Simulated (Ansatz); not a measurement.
BaTiO$_{3}$: relaxation (Ansatz)

The command:

```bash
ansatz run input.yaml --threads 2 --pin off --max-ram 4096MiB --backend cpu --events-out ev --progress --plain --runs-dir out
```

Input:

```yaml
crystal:
  lattice:
    - [3.95429618, 0.0, 0.0]
    - [0.0, 7.90859236, 0.0]
    - [0.0, 0.0, 3.98748394]
  atoms:
    - { symbol: Ti, position: [0.5, 0.25, 0.51], spin: 1.0 }
    - { symbol: Ti, position: [0.5, 0.75, 0.51], spin: 1.0 }
    - { symbol: O, position: [0.5, 0.0, 0.479] }
    - { symbol: O, position: [0.5, 0.5, 0.479] }
    - { symbol: O, position: [0.0, 0.25, 0.479] }
    - { symbol: O, position: [0.0, 0.75, 0.479] }
    - { symbol: O, position: [0.5, 0.25, 0.978] }
    - { symbol: O, position: [0.5, 0.75, 0.978] }
    - { symbol: Ba, position: [0.0, 0.0, 0.0] }
    - { symbol: Ba, position: [0.0, 0.5, 0.0] }
kpoints:
  mp_grid: { grid: [5, 3, 5], shift: [0, 0, 0] }
magnetization:
  spin_polarized: true
scf:
  occupations: { method: fermi_dirac }
  lower_state_search: "off"
hamiltonian:
  pseudopotentials: { kind: paw }
  xc: pbe
  hubbard: { projectors: atomic, sites: [{ species: Ti, l: d, u_eff: 2.04 }] }
basis:
  ecutwfc: 420
  fft_grid_basis: typed
relax:
  max_steps: 40
  cell: { p_target: 0.0 }
output:
  forces: true
  stress: true
  eigenvalues: true
  bader: false
  populations: true
  elf: true
  write_potential: true
  volumetric_format: npy
  dos:
    e_range: [-12, 8]
    de: 0.05
    projected: { site_lists: { Ba: [Ba], O: [O], Ti: [Ti] } }
checkpoint:
  read: saved_state
```

Origin of the cell: a database entry, scaled a little.

The smearing width isn't typed, so it takes its default of 0.1 eV.

The saved state is a converged single point of the same cell.

Steps («new basis» is an SCF on plane waves selected anew at the same cell):

```json
{"step": "1", "ΔF (meV/atom)": "0.0", "max force component (eV/Å)": "0.146", "P (GPa)": "9.17", "volume (Å³)": "124.70", "SCF iterations": "12", "step was": "accepted"}
{"step": "2", "ΔF (meV/atom)": "-16.0", "max force component (eV/Å)": "0.264", "P (GPa)": "-0.78", "volume (Å³)": "131.92", "SCF iterations": "9", "step was": "accepted"}
{"step": "3", "ΔF (meV/atom)": "-16.6", "max force component (eV/Å)": "0.183", "P (GPa)": "-0.12", "volume (Å³)": "131.37", "SCF iterations": "8", "step was": "accepted"}
{"step": "4", "ΔF (meV/atom)": "-16.9", "max force component (eV/Å)": "0.184", "P (GPa)": "0.22", "volume (Å³)": "131.16", "SCF iterations": "6", "step was": "accepted"}
{"step": "5", "ΔF (meV/atom)": "-17.4", "max force component (eV/Å)": "0.166", "P (GPa)": "0.14", "volume (Å³)": "131.48", "SCF iterations": "7", "step was": "accepted"}
{"step": "6", "ΔF (meV/atom)": "-17.1", "max force component (eV/Å)": "0.337", "P (GPa)": "0.58", "volume (Å³)": "132.95", "SCF iterations": "9", "step was": "accepted"}
{"step": "7", "ΔF (meV/atom)": "-18.0", "max force component (eV/Å)": "0.011", "P (GPa)": "-0.03", "volume (Å³)": "132.65", "SCF iterations": "8", "step was": "accepted"}
{"step": "8", "ΔF (meV/atom)": "-18.1", "max force component (eV/Å)": "0.007", "P (GPa)": "0.03", "volume (Å³)": "132.56", "SCF iterations": "7", "step was": "accepted"}
{"step": "9", "ΔF (meV/atom)": "-22.0", "max force component (eV/Å)": "0.006", "P (GPa)": "0.54", "volume (Å³)": "132.56", "SCF iterations": "8", "step was": "new basis"}
{"step": "10", "ΔF (meV/atom)": "-22.0", "max force component (eV/Å)": "0.001", "P (GPa)": "0.06", "volume (Å³)": "133.31", "SCF iterations": "8", "step was": "accepted"}
{"step": "11", "ΔF (meV/atom)": "-21.9", "max force component (eV/Å)": "0.004", "P (GPa)": "0.01", "volume (Å³)": "133.49", "SCF iterations": "8", "step was": "accepted"}
{"step": "12", "ΔF (meV/atom)": "-22.3", "max force component (eV/Å)": "0.004", "P (GPa)": "0.03", "volume (Å³)": "133.49", "SCF iterations": "6", "step was": "new basis"}
{"step": "13", "ΔF (meV/atom)": "-22.3", "max force component (eV/Å)": "0.011", "P (GPa)": "0.00", "volume (Å³)": "133.52", "SCF iterations": "6", "step was": "rejected"}
{"step": "14", "ΔF (meV/atom)": "-22.3", "max force component (eV/Å)": "0.002", "P (GPa)": "0.01", "volume (Å³)": "133.51", "SCF iterations": "7", "step was": "accepted"}
{"step": "15", "ΔF (meV/atom)": "-22.3", "max force component (eV/Å)": "0.002", "P (GPa)": "0.01", "volume (Å³)": "133.51", "SCF iterations": "4", "step was": "new basis"}
```

Before:

Space group P4mm (No. 99); the run's cell has a = 3.954 Å, b = 7.909 Å, c = 3.987 Å, α = 90.00°, β = 90.00°, γ = 90.00°. Shortest distances: O–Ti 1.87 Å, Ba–O 2.75 Å, O–O 2.80 Å, Ba–Ti 3.41 Å.

The relaxed structure.

Space group P4mm (No. 99); the run's cell has a = 4.001 Å, b = 8.002 Å, c = 4.171 Å, α = 90.00°, β = 90.00°, γ = 90.00°. Shortest distances: O–Ti 1.83 Å, Ba–O 2.81 Å, O–O 2.83 Å, Ba–Ti 3.47 Å.

```yaml
crystal:
  lattice:
    - [4.00062, 0.00000, 0.00000]
    - [0.00000, 8.00184, 0.00000]
    - [0.00000, 0.00000, 4.17061]
  atoms:
    - { symbol: Ti, position: [0.50000, 0.25000, 0.52217] }
    - { symbol: Ti, position: [0.50000, 0.75000, 0.52217] }
    - { symbol: O, position: [0.50000, 0.00000, 0.47862] }
    - { symbol: O, position: [0.50000, 0.50000, 0.47862] }
    - { symbol: O, position: [0.00000, 0.25000, 0.47841] }
    - { symbol: O, position: [0.00000, 0.75000, 0.47841] }
    - { symbol: O, position: [0.50000, 0.25000, 0.96081] }
    - { symbol: O, position: [0.50000, 0.75000, 0.96081] }
    - { symbol: Ba, position: [0.00000, 0.00000, 0.00600] }
    - { symbol: Ba, position: [0.00000, 0.50000, 0.00600] }
```

| Quantity | Value |
| --- | --- |
| Free energy lowered by | 22.3 meV/atom |
| Volume change | 7.07 % |
| Final pressure | 0.01 GPa |
| Relaxation steps listed | 15 |

Caveats: a starting moment was lost; the relaxation held the start's symmetry, so the end may be a saddle point.

The run took 4 min on 2 threads of AMD EPYC 7R43 64-Core Processor (Zen 3) (shared host), peak memory 0.6 GiB, from a saved density.
